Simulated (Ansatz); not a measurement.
Space group P6_3mc (No. 186). a = 3.901 Å, b = 3.901 Å, c = 6.443 Å, α = 90.00°, β = 90.00°, γ = 120.00°
| atom | site | symmetry | x | y | z |
| --- | --- | --- | --- | --- | --- |
| Si | 2b | 3m. | 0.6667 | 0.3333 | 0.8745 |
| Ge | 2b | 3m. | 0.6667 | 0.3333 | 0.5005 |

Equation of state of this SiGe structure (not necessarily the ground state), with shape and atoms relaxed at each volume where symmetry leaves them free. Computed with DFT PBEsol, scalar-relativistic, plane waves, PAW in Ansatz.

Plane waves to 420 eV, a k mesh through Γ of 12×12×6 on the computed 4-atom cell and Gaussian smearing (0.02 eV); no spin polarisation.

```
V (Å³/atom) E − E(largest V) (meV/atom) P (GPa) gap on mesh (eV)
     18.678                        52.47    13.74              0.11
     19.315                         6.67     9.42              0.18
     19.951                       -23.31     5.76              0.24
     20.588                       -39.83     2.64              0.30
     21.225                       -44.94     0.00              0.35
     21.862                       -40.37    -2.24              0.32
     22.498                       -27.60    -4.13              0.24
     23.347                         0.00    -6.20              0.14
```

Task: Fit a third-order Birch–Murnaghan equation to E(V).

Result: V0 = 21.23 Å³/atom, B0 = 81 GPa, B0' = 4.5.